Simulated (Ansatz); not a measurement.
Here is an Ansatz 0.2.0 calculation.

input.yaml

```yaml
crystal:
  lattice:
    - [6.1535771931, -1.8834685, 0.0]
    - [6.1535771931, 1.8834685, 0.0]
    - [-1.9283261078, 0.0, 6.3289668713]
  atoms:
    - { symbol: Ti, position: [0.900071, 0.900071, 0.289602] }
    - { symbol: Ti, position: [0.195286, 0.195286, 0.283762] }
    - { symbol: Ti, position: [0.099929, 0.099929, 0.710398] }
    - { symbol: Ti, position: [0.804714, 0.804714, 0.716238] }
    - { symbol: O, position: [0.361931, 0.361931, 0.293397] }
    - { symbol: O, position: [0.2634885, 0.2634885, 0.6525] }
    - { symbol: O, position: [0.8671885, 0.8671885, 0.995291] }
    - { symbol: O, position: [0.7365115, 0.7365115, 0.3475] }
    - { symbol: O, position: [0.9416475, 0.9416475, 0.630021] }
    - { symbol: O, position: [0.1328115, 0.1328115, 0.004709] }
    - { symbol: O, position: [0.638069, 0.638069, 0.706603] }
    - { symbol: O, position: [0.0583525, 0.0583525, 0.369979] }
hamiltonian:
  xc: pbe
  pseudopotentials: { kind: paw, source: jth }
kpoints:
  mp_grid: { grid: [8, 8, 4] }
  band_path:
    path:
      - [[0.0, 0.0, 0.0], [0.5, 0.5, 1.0], [-0.9361180477, -0.9361180477, 2.1067149013], [0.5, 0.5, 0.5], [0.2894712774, 0.7105287226, 0.5]]
      - [[-0.2894712774, 0.2894712774, -0.5], [0.0, 0.0, -0.5], [1.9361180477, 1.9361180477, -1.1067149013]]
      - [[0.5, 0.5, 1.0], [0.3919103315, 0.6080896685, 1.0]]
      - [[-0.3919103315, 0.3919103315, 0.0], [0.0, 0.0, 0.0], [0.0, 0.5, 0.5]]
      - [[0.0, 0.5, 0.0], [0.0, 0.0, 0.0]]
    npoints: 10
scf:
  occupations: { method: fermi_dirac, width: 0.05 }
  n_extra_bands: 30
output:
  forces: true
  stress: true
  eigenvalues: true
  fatbands: false
```

Potentials or basis: JTH PAW.

Launch:

```console
$ ansatz run input.yaml --threads 2 --pin off --max-ram 5120MiB --backend cpu --events-out ev --progress --plain --runs-dir out
```

(1) Estimate the band gap along the path.

(2) What does it give for the pressure?

(3) Predict the largest force.

(4) What does it give for the band gap on the k mesh?

## Answers

(1) 2.73 eV, indirect (least direct gap 2.90 eV).

(2) -0.8 GPa.

(3) 0.139 eV/Å.

(4) 2.74 eV, indirect (least direct gap 2.91 eV).
